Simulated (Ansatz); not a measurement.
**ZrO2 (P4_2/nmc): how the settings move a single-point run**

Question: which choices in the input matter for ZrO2 (P4_2/nmc)?

Method: reference: DFT PBE, spin-orbit coupling, plane waves, PAW, in Ansatz 0.2.0.

1 further run of the same task is left out (it didn't finish). Runs told in other sessions of the task aren't counted.

### Step 1. Starting point

The structure is tetragonal, space group P4_2/nmc (No. 137). The conventional cell has a = 3.621 Å, b = 3.621 Å, c = 5.283 Å, α = 90.00°, β = 90.00°, γ = 90.00°. Zr (site symmetry -4m2) has 4 O at 2.08 Å in its first shell of neighbours. Around O (site symmetry 2mm) lie 2 Zr at 2.08 Å.

Structure file:

```cif
data_structure
_symmetry_space_group_name_H-M 'P4_2/nmc:1'
_symmetry_Int_Tables_number 137
_cell_length_a 3.6208
_cell_length_b 3.6208
_cell_length_c 5.2832
_cell_angle_alpha 90.000
_cell_angle_beta 90.000
_cell_angle_gamma 90.000
_cell_volume 69.26
loop_
_atom_site_label
_atom_site_type_symbol
_atom_site_symmetry_multiplicity
_atom_site_Wyckoff_symbol
_atom_site_fract_x
_atom_site_fract_y
_atom_site_fract_z
_atom_site_occupancy
Zr1 Zr 2 a 0.00000 0.00000 0.00000 1
O1 O 4 d 0.00000 0.50000 0.19281 1
```

### Step 2. Baseline

Contents of input.yaml:

```yaml
crystal:
  lattice:
    - [3.6208211003, 0.0, 0.0]
    - [0.0, 3.6208211003, 0.0]
    - [0.0, 0.0, 5.2831522578]
  atoms:
    - { symbol: Zr, position: [0.0, 0.0, 0.0] }
    - { symbol: Zr, position: [0.5, 0.5, 0.5] }
    - { symbol: O, position: [0.0, 0.5, 0.1928116375] }
    - { symbol: O, position: [0.0, 0.5, 0.6928116375] }
    - { symbol: O, position: [0.5, 0.0, 0.3071883625] }
    - { symbol: O, position: [0.5, 0.0, 0.8071883625] }
basis:
  ecutwfc: 420
  ecutrho_ratio: 4
kpoints:
  mp_grid: { grid: [6, 6, 4] }
  band_path:
    path:
      - [[0.0, 0.0, 0.0], [0.0, 0.5, 0.0], [0.5, 0.5, 0.0], [0.0, 0.0, 0.0], [0.0, 0.0, 0.5], [0.0, 0.5, 0.5], [0.5, 0.5, 0.5], [0.0, 0.0, 0.5]]
      - [[0.0, 0.5, 0.0], [0.0, 0.5, 0.5]]
      - [[0.5, 0.5, 0.0], [0.5, 0.5, 0.5]]
    npoints: 10
hamiltonian:
  xc: pbe
scf:
  occupations: { method: gaussian, width: 0.05 }
  n_extra_bands: 38
output:
  forces: true
  stress: true
  eigenvalues: true
  populations: true
  dos: { projected: true, de: 0.02, nscf_kmesh: { grid: [9, 9, 6] } }
  bader: false
  write_density: true
  write_potential: true
  elf: true
  volumetric_format: npy
magnetization:
  noncollinear: true
  spin_orbit: true
checkpoint:
  read: start.run
  write: ck
  compress: false
  write_wavefunctions: false
  write_every: 100000
```

Launch:

```sh
$ ansatz run input.yaml --threads 4 --pin off --max-ram 7168MiB --backend cpu --events-out ev --progress --plain --runs-dir out
```

### Step 3. Variant: hubbard.sites [{species: Zr, l: d, u_eff: 5.0}], hubbard.double_counting fll, occupations.method cold, occupations.width 0.15

Contents of input.yaml:

```yaml
crystal:
  lattice:
    - [3.6208211003, 0.0, 0.0]
    - [0.0, 3.6208211003, 0.0]
    - [0.0, 0.0, 5.2831522578]
  atoms:
    - { symbol: Zr, position: [0.0, 0.0, 0.0] }
    - { symbol: Zr, position: [0.5, 0.5, 0.5] }
    - { symbol: O, position: [0.0, 0.5, 0.1928116375] }
    - { symbol: O, position: [0.0, 0.5, 0.6928116375] }
    - { symbol: O, position: [0.5, 0.0, 0.3071883625] }
    - { symbol: O, position: [0.5, 0.0, 0.8071883625] }
basis:
  ecutwfc: 420
  ecutrho_ratio: 4
kpoints:
  mp_grid: { grid: [6, 6, 4] }
hamiltonian:
  xc: pbe
  hubbard: { sites: [{ species: Zr, l: d, u_eff: 5.0 }], double_counting: fll }
scf:
  occupations: { method: cold, width: 0.15 }
output:
  forces: true
  stress: true
magnetization:
  noncollinear: true
  spin_orbit: true
```

### Step 4. Changing settings: ecutwfc 400 eV

Contents of input.yaml:

```yaml
crystal:
  lattice:
    - [3.6208211003, 0.0, 0.0]
    - [0.0, 3.6208211003, 0.0]
    - [0.0, 0.0, 5.2831522578]
  atoms:
    - { symbol: Zr, position: [0.0, 0.0, 0.0] }
    - { symbol: Zr, position: [0.5, 0.5, 0.5] }
    - { symbol: O, position: [0.0, 0.5, 0.1928116375] }
    - { symbol: O, position: [0.0, 0.5, 0.6928116375] }
    - { symbol: O, position: [0.5, 0.0, 0.3071883625] }
    - { symbol: O, position: [0.5, 0.0, 0.8071883625] }
basis:
  ecutwfc: "400 eV"
  ecutrho_ratio: 4
kpoints:
  mp_grid: { grid: [6, 6, 4] }
hamiltonian:
  xc: pbe
scf:
  occupations: { method: gaussian, width: 0.05 }
output:
  forces: true
  stress: true
  write_density: true
  write_potential: true
  elf: true
  volumetric_format: npy
magnetization:
  noncollinear: true
  spin_orbit: true
```

### Step 5. Changed: hubbard.sites [{species: Zr, l: d, u_eff: 6.0}], hubbard.double_counting fll, eigensolver.kind davidson

Contents of input.yaml:

```yaml
crystal:
  lattice:
    - [3.6208211003, 0.0, 0.0]
    - [0.0, 3.6208211003, 0.0]
    - [0.0, 0.0, 5.2831522578]
  atoms:
    - { symbol: Zr, position: [0.0, 0.0, 0.0] }
    - { symbol: Zr, position: [0.5, 0.5, 0.5] }
    - { symbol: O, position: [0.0, 0.5, 0.1928116375] }
    - { symbol: O, position: [0.0, 0.5, 0.6928116375] }
    - { symbol: O, position: [0.5, 0.0, 0.3071883625] }
    - { symbol: O, position: [0.5, 0.0, 0.8071883625] }
basis:
  ecutwfc: 420
  ecutrho_ratio: 4
kpoints:
  mp_grid: { grid: [6, 6, 4] }
hamiltonian:
  xc: pbe
  hubbard: { sites: [{ species: Zr, l: d, u_eff: 6.0 }], double_counting: fll }
scf:
  occupations: { method: gaussian, width: 0.05 }
  eigensolver: { kind: davidson }
output:
  forces: true
  stress: true
magnetization:
  noncollinear: true
  spin_orbit: true
```

### Step 6. Variant: ecutrho_ratio 8

Contents of input.yaml:

```yaml
crystal:
  lattice:
    - [3.6208211003, 0.0, 0.0]
    - [0.0, 3.6208211003, 0.0]
    - [0.0, 0.0, 5.2831522578]
  atoms:
    - { symbol: Zr, position: [0.0, 0.0, 0.0] }
    - { symbol: Zr, position: [0.5, 0.5, 0.5] }
    - { symbol: O, position: [0.0, 0.5, 0.1928116375] }
    - { symbol: O, position: [0.0, 0.5, 0.6928116375] }
    - { symbol: O, position: [0.5, 0.0, 0.3071883625] }
    - { symbol: O, position: [0.5, 0.0, 0.8071883625] }
basis:
  ecutwfc: 420
  ecutrho_ratio: 8
kpoints:
  mp_grid: { grid: [6, 6, 4] }
hamiltonian:
  xc: pbe
scf:
  occupations: { method: gaussian, width: 0.05 }
output:
  forces: true
  stress: true
magnetization:
  noncollinear: true
  spin_orbit: true
```

### Step 7. Changing settings: xc rpbe, n_extra_bands 16

Contents of input.yaml:

```yaml
crystal:
  lattice:
    - [3.6208211003, 0.0, 0.0]
    - [0.0, 3.6208211003, 0.0]
    - [0.0, 0.0, 5.2831522578]
  atoms:
    - { symbol: Zr, position: [0.0, 0.0, 0.0] }
    - { symbol: Zr, position: [0.5, 0.5, 0.5] }
    - { symbol: O, position: [0.0, 0.5, 0.1928116375] }
    - { symbol: O, position: [0.0, 0.5, 0.6928116375] }
    - { symbol: O, position: [0.5, 0.0, 0.3071883625] }
    - { symbol: O, position: [0.5, 0.0, 0.8071883625] }
basis:
  ecutwfc: 420
  ecutrho_ratio: 4
kpoints:
  mp_grid: { grid: [6, 6, 4] }
hamiltonian:
  xc: rpbe
scf:
  occupations: { method: gaussian, width: 0.05 }
  n_extra_bands: 16
output:
  forces: true
  stress: true
magnetization:
  noncollinear: true
  spin_orbit: true
```

Before running it: what results should come out? Wanted: for each run, ending; energy change; pressure; gap; force.

As calculated:

| run | ending | energy change | pressure (GPa) | gap (eV) | force (eV/Å) | cycles | time |
| --- | --- | --- | --- | --- | --- | --- | --- |
| reference | converged | 0 | 0.0 | 4.06 | 0.00 | - | 71 s |
| 1: hubbard.sites [{species: Zr, l: d, u_eff: 5.0}], hubbard.double_counting fll, occupations.method cold, occupations.width 0.15 | converged | +1.34 eV/atom (σ→0) (Hubbard term changed: no physical gain or loss) | 6.3 | 5.15 | 0.35 | 8 | 10 s |
| 2: ecutwfc 400 eV | converged | +5.9 meV/atom | 0.0 | 4.06 | 0.00 | 8 | 7.8 s |
| 3: hubbard.sites [{species: Zr, l: d, u_eff: 6.0}], hubbard.double_counting fll, eigensolver.kind davidson | converged | +1.60 eV/atom (Hubbard term changed: no physical gain or loss) | 7.8 | 5.41 | 0.43 | 8 | 15 s |
| 4: ecutrho_ratio 8 | converged | 0.0 meV/atom | 0.0 | 4.06 | 0.00 | 8 | 5.7 s |
| 5: xc rpbe, n_extra_bands 16 | converged | not comparable | 4.4 | 4.10 | 0.00 | 8 | 5.7 s |

Times don't compare one to one where runs were asked for different outputs or read a saved state (see the inputs); cycles may leave out searches for a lower state.

Residual by cycle in the longest SCF loop of each run; runs are numbered as in the table. The quantity is the density residual dr2, in eV.

| cycle | reference | run 1 | run 2 | run 3 | run 4 | run 5 |
| --- | --- | --- | --- | --- | --- | --- |
| 1 | 2.2e-10 | 4.4 | 2.07 | 4.98 | 2.08 | 2.15 |
| 2 | 1.0e-10 | 1.2 | 0.882 | 1.36 | 0.881 | 0.915 |
| 3 | 7.6e-11 | 0.215 | 0.151 | 0.21 | 0.151 | 0.161 |
| 4 | - | 0.00584 | 0.00791 | 0.0133 | 0.00788 | 0.00866 |
| 5 | - | 4.3e-4 | 3.8e-4 | 0.00103 | 3.9e-4 | 5.6e-4 |
| 6 | - | 2.4e-5 | 8.7e-6 | 1.2e-4 | 9.0e-6 | 2.4e-5 |
| 7 | - | 1.1e-6 | 1.8e-7 | 1.5e-6 | 1.7e-7 | 3.0e-7 |
| 8 | - | 3.6e-8 | 4.5e-9 | 1.9e-8 | 4.5e-9 | 1.3e-8 |

What this shows: Of the converged runs whose energies compare with the reference's, «ecutwfc 400 eV» moves the energy most (+5.9 meV/atom). Run 2 ran under the cutoff that the potentials recommend, as the log warns, so basis error is mixed into its values. A changed U is a change of model: its shifts are not errors of convergence.
